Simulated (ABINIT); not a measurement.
# Sn (Immm) in ABINIT: notebook

One crystal, Sn, is run at these levels: LDA, PBEsol; tasks: relaxation of cell and atoms.

All numbers are computed with ABINIT 10.8.3 (patched build); they aren't measurements. Logs are shortened: lines on timing, memory, paths and dates and some standing lists are left out, and cuts for length are marked. The log counts tension as positive stress, the text compression.

## (1) Starting point

Symmetry: Immm, No. 71, orthorhombic system. The conventional cell has a = 3.453 Å, b = 3.551 Å, c = 4.677 Å, α = 90.00°, β = 90.00°, γ = 90.00°. Around Sn (site symmetry mmm) lie 12 Sn at 3.41 to 3.55 Å.

This isn't the form of Sn at room conditions, which is tetragonal (white tin).

## (2) Relaxation of cell and atoms, LDA

File run.abi:

```
# Pseudopotentials
pp_dirpath "./"
pseudos "Sn.LDA_PW-JTH.xml"

# Structure
acell 3*1.0
rprim
    -3.2626858535     3.3552975514     4.4188259657
     3.2626858535    -3.3552975514     4.4188259657
     3.2626858535     3.3552975514    -4.4188259657
ntypat 1
znucl 50
natom 1
typat 1
xcart
     0.0000000000     0.0000000000     0.0000000000
chkprim 0
chksymtnons 0
tolsym 1.0e-6

# Plane-wave basis
ecut 598.650497 eV
pawecutdg 44.0

# k points
kptopt 1
ngkpt 11 11 11
nshiftk 1
shiftk 0.0 0.0 0.0

# Exchange and correlation
ixc 7

# Bands and occupations
nband 11
occopt 3
tsmear 0.05 eV

# SCF cycle
nstep 100
tolvrs 1.0e-9

# Output
iomode 3
prtwf 0
prtden 0
prteig 0
prtebands 0
enunit 1

# Relaxation
ionmov 2
ntime 60
tolmxf 0.0002
optcell 2
dilatmx 1.08
ecutsm 0.5
```

Potentials or basis: JTH PAW LDA v2.0.

Command:

```bash
abinit run.abi > log 2>&1
```

run.abo:

```text
.Version 10.8.3 of ABINIT
 Symmetries : space group Im m m (# 71); Bravais oI (body-center ortho.)
================================================================================
 Values of the parameters that define the memory need of the present run
     intxc =       0    ionmov =       2      iscf =      17    lmnmax =      18
     lnmax =       6     mgfft =      30  mpssoang =       3    mqgrid =    3001
     natom =       1  nloc_mem =       2    nspden =       1   nspinor =       1
    nsppol =       1      nsym =       8    n1xccc =       1    ntypat =       1
    occopt =       3   xclevel =       1
       mpw =        1216          nfft =       27000          nkpt =         216
 PAW method is used; the additional fine FFT grid is defined by:
   mgfftf=        45    nfftf =     91125
================================================================================
================================================================================

--------------------------------------------------------------------------------
------------- Echo of variables that govern the present computation ------------
--------------------------------------------------------------------------------
 -outvars: echo values of preprocessed input variables --------
            acell      1.0000000000E+00  1.0000000000E+00  1.0000000000E+00 Bohr
              amu      1.18710000E+02
          chkprim           0
      chksymtnons           0
          dilatmx      1.08000000E+00
             ecut      2.20000000E+01 Hartree
           ecutsm      5.00000000E-01 Hartree
           enunit           1
           ionmov           2
                       outvar_i_n : Printing only first  50 k-points.
              ixc           7
                       outvar_i_n : Printing only first  50 k-points.
         kptrlatt       11    0    0      0   11    0      0    0   11
          kptrlen      7.08020394E+01
            natom           1
            nband          11
            ngfft          30      30      30
          ngfftdg          45      45      45
             nkpt         216
            nstep         100
             nsym           8
            ntime          60
           ntypat           1
                       prtocc : prtvol=0, do not print more k-points.
           occopt           3
          optcell           2
        pawecutdg      4.40000000E+01 Hartree
           prtden           0
        prtebands           0
           prteig           0
            prtwf           0
            rprim     -3.2626858535E+00  3.3552975514E+00  4.4188259657E+00
                       3.2626858535E+00 -3.3552975514E+00  4.4188259657E+00
                       3.2626858535E+00  3.3552975514E+00 -4.4188259657E+00
          spgroup          71
           tolmxf      2.00000000E-04
           tolsym      1.00000000E-06
           tolvrs      1.00000000E-09
           tsmear      1.83746611E-03 Hartree
            typat      1
           useylm           1
                       outvars : Printing only first  50 k-points.
            znucl       50.00000

================================================================================

 chkinp: Checking input parameters for consistency.

================================================================================
== DATASET  1 ==================================================================

--- !DatasetInfo
iteration_state: {dtset: 1, }
dimensions: {natom: 1, nkpt: 216, mband: 11, nsppol: 1, nspinor: 1, nspden: 1, mpw: 1216, }
cutoff_energies: {ecut:  22.0, pawecutdg:  44.0, }
electrons: {nelect:   1.40000000E+01, charge:   0.00000000E+00, occopt:   3.00000000E+00, tsmear:   1.83746611E-03, }
meta: {optdriver: 0, ionmov: 2, optcell: 2, iscf: 17, paral_kgb: 0, }
...

 Exchange-correlation functional for the present dataset will be:
  LDA: Perdew-Wang 92 LSD fit to Ceperley-Alder data - ixc=7
  J.P.Perdew and Y.Wang, PRB 45, 13244 (1992)

 Real(R)+Recip(G) space primitive vectors, cartesian coordinates (Bohr,Bohr^-1):
 R(1)= -3.2626859  3.3552976  4.4188260  G(1)=  0.0000000  0.1490181  0.1131522
 R(2)=  3.2626859 -3.3552976  4.4188260  G(2)=  0.1532480  0.0000000  0.1131522
 R(3)=  3.2626859  3.3552976 -4.4188260  G(3)=  0.1532480  0.1490181  0.0000000
 Unit cell volume ucvol=  1.9349653E+02 bohr^3
 Angles (23,13,12)=  1.19084898E+02  1.17162588E+02  9.32893171E+01 degrees

 Coarse grid specifications (used for wave-functions):

 getcut: wavevector=  0.0000  0.0000  0.0000  ngfft=  30  30  30
         ecut(hartree)=     25.661   => boxcut(ratio)=   2.04446

 Fine grid specifications (used for densities):

 getcut: wavevector=  0.0000  0.0000  0.0000  ngfft=  45  45  45
         ecut(hartree)=     51.322   => boxcut(ratio)=   2.12003

--- Pseudopotential description ------------------------------------------------
- pspini: atom type   1  psp file is ./Sn.LDA_PW-JTH.xml
 Pseudopotential format is: paw10
 basis_size (lnmax)=  6 (lmn_size= 18), orbitals=   0   0   1   1   2   2
 Spheres core radius: rc_sph= 2.51086398
 Shapefunction is BESSEL type: shapef(r,l)=aa(1,l)*jl(q(1,l)*r)+aa(2,l)*jl(q(2,l)*r)
 Radius for shape functions =  1.40702157
 Compensation charge density is not taken into account in XC energy/potential

   3.45380175E+02                                ecore*ucvol(ha*bohr**3)
--------------------------------------------------------------------------------

================================================================================

=== [ionmov= 2] Broyden-Fletcher-Goldfarb-Shanno method (forces)
================================================================================

--- Iteration: ( 1/60) Internal Cycle: (1/1)
--------------------------------------------------------------------------------

---SELF-CONSISTENT-FIELD CONVERGENCE--------------------------------------------
[... 799 lines left out ...]
 Difference of energy with previous step (new-old):
           Absolute (Ha)=-4.31185E-07
           Relative     =-6.17144E-09

--- Iteration: (10/60) Internal Cycle: (1/1)
--------------------------------------------------------------------------------

---SELF-CONSISTENT-FIELD CONVERGENCE--------------------------------------------

--- !BeginCycle
iteration_state: {dtset: 1, itime: 10, icycle: 1, }
solver: {iscf: 17, nstep: 100, nline: 4, wfoptalg: 10, }
tolerances: {tolvrs: 1.00E-09, }
...
[... 75 lines left out ...]
 Difference of energy with previous step (new-old):
           Absolute (Ha)=-2.53053E-07
           Relative     =-3.62188E-09

--- Iteration: (11/60) Internal Cycle: (1/1)
--------------------------------------------------------------------------------

---SELF-CONSISTENT-FIELD CONVERGENCE--------------------------------------------

--- !BeginCycle
iteration_state: {dtset: 1, itime: 11, icycle: 1, }
solver: {iscf: 17, nstep: 100, nline: 4, wfoptalg: 10, }
tolerances: {tolvrs: 1.00E-09, }
...
[... 75 lines left out ...]
 Difference of energy with previous step (new-old):
           Absolute (Ha)=-5.63946E-07
           Relative     =-8.07160E-09

--- Iteration: (12/60) Internal Cycle: (1/1)
--------------------------------------------------------------------------------

---SELF-CONSISTENT-FIELD CONVERGENCE--------------------------------------------

--- !BeginCycle
iteration_state: {dtset: 1, itime: 12, icycle: 1, }
solver: {iscf: 17, nstep: 100, nline: 4, wfoptalg: 10, }
tolerances: {tolvrs: 1.00E-09, }
...
[... 75 lines left out ...]
 Difference of energy with previous step (new-old):
           Absolute (Ha)=-7.32018E-07
           Relative     =-1.04772E-08

--- Iteration: (13/60) Internal Cycle: (1/1)
--------------------------------------------------------------------------------

---SELF-CONSISTENT-FIELD CONVERGENCE--------------------------------------------

--- !BeginCycle
iteration_state: {dtset: 1, itime: 13, icycle: 1, }
solver: {iscf: 17, nstep: 100, nline: 4, wfoptalg: 10, }
tolerances: {tolvrs: 1.00E-09, }
...
[... 75 lines left out ...]
 Difference of energy with previous step (new-old):
           Absolute (Ha)=-6.15007E-07
           Relative     =-8.80243E-09

--- Iteration: (14/60) Internal Cycle: (1/1)
--------------------------------------------------------------------------------

---SELF-CONSISTENT-FIELD CONVERGENCE--------------------------------------------

--- !BeginCycle
iteration_state: {dtset: 1, itime: 14, icycle: 1, }
solver: {iscf: 17, nstep: 100, nline: 4, wfoptalg: 10, }
tolerances: {tolvrs: 1.00E-09, }
...
[... 75 lines left out ...]
 Difference of energy with previous step (new-old):
           Absolute (Ha)=-1.86671E-07
           Relative     =-2.67177E-09

 At Broyd/MD step  14, gradients are converged :
  max grad (force/stress) = 7.4022E-05 < tolmxf= 2.0000E-04 ha/bohr (free atoms)

================================================================================

 ----iterations are completed or convergence reached----

 Mean square residual over all n,k,spin=   11.922E-10; max=  24.442E-07
 reduced coordinates (array xred) for    1 atoms
       0.000000000000      0.000000000000      0.000000000000
 rms dE/dt=  0.0000E+00; max dE/dt=  0.0000E+00; dE/dt below (all hartree)
    1       0.000000000000      0.000000000000      0.000000000000

 cartesian coordinates (angstrom) at end:
    1      0.00000000000000     0.00000000000000     0.00000000000000

 cartesian forces (hartree/bohr) at end:
    1     -0.00000000000000    -0.00000000000000    -0.00000000000000
 frms,max,avg= 0.0000000E+00 0.0000000E+00   0.000E+00  0.000E+00  0.000E+00 h/b

 cartesian forces (eV/Angstrom) at end:
    1     -0.00000000000000    -0.00000000000000    -0.00000000000000
 frms,max,avg= 0.0000000E+00 0.0000000E+00   0.000E+00  0.000E+00  0.000E+00 e/A
 length scales=  6.241544545507  6.241544545507  6.241544545507 bohr
              =  3.302883132078  3.302883132078  3.302883132078 angstroms
 Fermi (or HOMO) energy (eV) =   6.88627   Average Vxc (eV)= -10.70825
 Eigenvalues (   eV  ) for nkpt= 216  k points:
 kpt#   1, nband= 11, wtk=  0.00075, kpt=  0.0000  0.0000  0.0000 (reduced coord)
 -14.54586  -14.54574  -14.51764  -14.46233  -14.42874   -4.60432   14.81507   14.89189
  14.89588   17.79133   19.05944
 prteigrs : prtvol=0 or 1, do not print more k-points.

--- !EnergyTerms
iteration_state     : {dtset: 1, itime: 14, icycle: 1, }
comment             : Components of total free energy in Hartree
kinetic             :  1.17907672062314E+01
hartree             :  2.33165738055480E+01
xc                  : -6.84875043891453E+00
Ewald energy        : -5.05849469996621E+01
psp_core            :  1.97146405845732E+00
local_psp           : -6.54433615241837E+01
PAW spherical_terms :  1.59305448901991E+01
internal            : -6.98677090023245E+01
'-kT*entropy'       : -1.50447246743841E-04
total_energy        : -6.98678594495713E+01
total_energy_eV     : -1.90120130966220E+03
...

--- !EnergyTermsDC
iteration_state     : {dtset: 1, itime: 14, icycle: 1, }
comment             : '"Double-counting" decomposition of free energy'
band_energy         : -4.99651192111310E+00
Ewald energy        : -5.05849469996621E+01
psp_core            :  1.97146405845732E+00
xc_dc               : -2.55296798982447E+01
PAW spherical_terms :  9.27196166962870E+00
internal            : -6.98677130909339E+01
'-kT*entropy'       : -1.50447246743841E-04
total_energy_dc     : -6.98678635381806E+01
total_energy_dc_eV  : -1.90120142091893E+03
...

--- !EnergyTermsWithPAWCore
iteration_state     : {dtset: 1, itime: 14, icycle: 1, }
comment             : 'Components of total free energy, including PAW core contributions'
Total energy        : -6.17202608660124E+03
Total energy DC     : -6.17202609068985E+03
Total energy (eV)   : -1.67949385762777E+05
Total energy DC (eV): -1.67949385874034E+05
...

 Cartesian components of stress tensor (hartree/bohr^3)
  sigma(1 1)=  2.99622267E-07  sigma(3 2)=  0.00000000E+00
  sigma(2 2)=  7.40222311E-07  sigma(3 1)=  0.00000000E+00
  sigma(3 3)=  5.59879382E-07  sigma(2 1)=  0.00000000E+00

-Cartesian components of stress tensor (GPa)         [Pressure= -1.5689E-02 GPa]
- sigma(1 1)=  8.81519145E-03  sigma(3 2)=  0.00000000E+00
- sigma(2 2)=  2.17780923E-02  sigma(3 1)=  0.00000000E+00
- sigma(3 3)=  1.64722201E-02  sigma(2 1)=  0.00000000E+00

== END DATASET(S) ==============================================================
================================================================================

 -outvars: echo values of variables after computation  --------
            acell      6.2415445455E+00  6.2415445455E+00  6.2415445455E+00 Bohr
           etotal     -6.9867863538E+01
            fcart     -0.0000000000E+00 -0.0000000000E+00 -0.0000000000E+00
            rprim     -5.0982988631E-01  5.0991860526E-01  6.9286109938E-01
                       5.0982988631E-01 -5.0991860526E-01  6.9286109938E-01
                       5.0982988631E-01  5.0991860526E-01 -6.9286109938E-01
           strten      2.9962226742E-07  7.4022231148E-07  5.5987938219E-07
                       0.0000000000E+00  0.0000000000E+00  0.0000000000E+00
 Calculation completed.
```

It took 11 min on 1 thread of Arm Neoverse V2, shared host; peak memory 0.19 GiB.

What came out:

| Quantity | Value |
| --- | --- |
| Free energy | -1901.2014 eV |
| Relaxed volume | 25.96 Å³/atom |
| Relaxed cell | a = 3.303 Å, b = 3.303 Å, c = 3.303 Å, α = 118.70°, β = 118.68°, γ = 92.29° |
| Space group after relaxing (to 0.05 Å) | I4/mmm (No. 139) |
| Energy gained by relaxing | 47.4 meV/atom |
| Ionic steps | 14 |
| Pressure after relaxing | 0.0 GPa |
| Band gap on the k mesh | none (metal or under the smearing width) |
| Valence electrons inside the program's atomic spheres | Sn 11.90 (radii [1.3287] Å) |

The path:
| step | energy change (eV) | largest force (eV/Å) | pressure (GPa) | volume (Å³) |
| --- | --- | --- | --- | --- |
| 1 | 0.0000 | 0.0000 | -4.75 | 28.67 |
| 2 | -0.0118 | 0.0000 | -4.21 | 28.26 |
| 3 | -0.0448 | 0.0000 | 1.19 | 25.46 |
| 4 | -0.0465 | 0.0000 | -0.06 | 25.97 |
| 5 | -0.0466 | 0.0000 | 0.04 | 25.93 |
| 6 | -0.0470 | 0.0000 | 0.25 | 25.84 |
| 7 | -0.0472 | 0.0000 | 0.21 | 25.86 |
| 8 | -0.0473 | 0.0000 | 0.07 | 25.92 |
| 9 | -0.0473 | 0.0000 | 0.00 | 25.95 |
| 10 | -0.0473 | 0.0000 | -0.03 | 25.96 |
| 11 | -0.0473 | 0.0000 | -0.07 | 25.98 |
| 12 | -0.0473 | 0.0000 | -0.08 | 25.99 |
| 13 | -0.0474 | 0.0000 | -0.06 | 25.98 |
| 14 | -0.0474 | 0.0000 | -0.02 | 25.96 |

Final structure:
```
Sn
1.0
    -1.68391    1.68420    2.28844
     1.68391   -1.68420    2.28844
     1.68391    1.68420   -2.28844
Sn
1
Direct
  0.00000 0.00000 0.00000
```

[end of part 1 of 2]
